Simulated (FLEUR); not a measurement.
Crystal: V.

```
V
1.0
     2.60429    0.00000    0.00000
    -1.30215    2.25538    0.00000
     0.00000    0.00000    4.72334
V
2
Direct
  0.33333 0.66667 0.25000
  0.66667 0.33333 0.75000
```

This isn't the form of V at room conditions, which is bcc.

Base run:

| Item | Value |
| --- | --- |
| Program | FLEUR MaX-R8.1 (later development tree) |
| Functional | LDA |
| Potentials or basis | all-electron |
| Basis | FLAPW |
| Kmax | 4.34 1/bohr |
| k mesh | 10 × 10 × 5 |
| Occupations | fermi-dirac, width 0.05 eV |
| Spin | collinear spin, ferromagnetic start |
| Starting moments | [2.0, 2.0] μB |
| Hubbard terms | V d U = 1 eV |

Its results: band gap on the k mesh none (metal or under the smearing width); net moment 0.00 μB per cell.

Question: The run is repeated on the same cell with these changes: hubbard terms from V d U = 1 eV to V d U = 5 eV. What comes out?

Answer: Band gap on the k mesh none (metal or under the smearing width); net moment 2.06 μB per cell; site moments V +0.91 μB.

Caveats: the U is typed as a test and isn't derived for this compound.

Not every run made on this cell is shown here.
